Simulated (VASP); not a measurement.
Here is a VASP 6.6.1 calculation.

Contents of INCAR:

```
  PREC = Accurate
  ENCUT = 520
  EDIFF = 1E-7
  ISMEAR = -1
  SIGMA = 0.1
  LREAL = False
  LASPH = True
  NELM = 60
  ALGO = Normal
  ISIF = 2
  LWAVE = False
  LCHARG = False
  GGA = B5
  ALDAX = 1.0
  AGGAX = 1.0
  AGGAC = 1.0
  ALDAC = 0.0
  NBANDS = 17
```

The input KPOINTS:

```
Automatic mesh
0
Gamma
  15 15 15
```

POSCAR

```
Pt
1.0
    0.0000000000      2.9460087140      2.9460087140
    2.9460087140      0.0000000000      2.9460087140
    2.9460087140      2.9460087140      0.0000000000
Pt
2
Direct
    0.1250000000      0.1250000000      0.1250000000
    0.8750000000      0.8750000000      0.8750000000
```

Potentials or basis: VASP PAW PBE potentials, release 64 (Pt).

Run with:

```sh
$ cat potpaw_PBE.64/Pt/POTCAR > POTCAR
$ mpirun -np 1 vasp_std > vasp.out
```

(1) What does it give for the band gap on the k mesh?

(2) Predict the pressure.

Answers

(1) none (metal or under the smearing width).

(2) 0.5 GPa.

Caveat: the PAW data sets were made with another functional, which shifts forces and pressure a little.
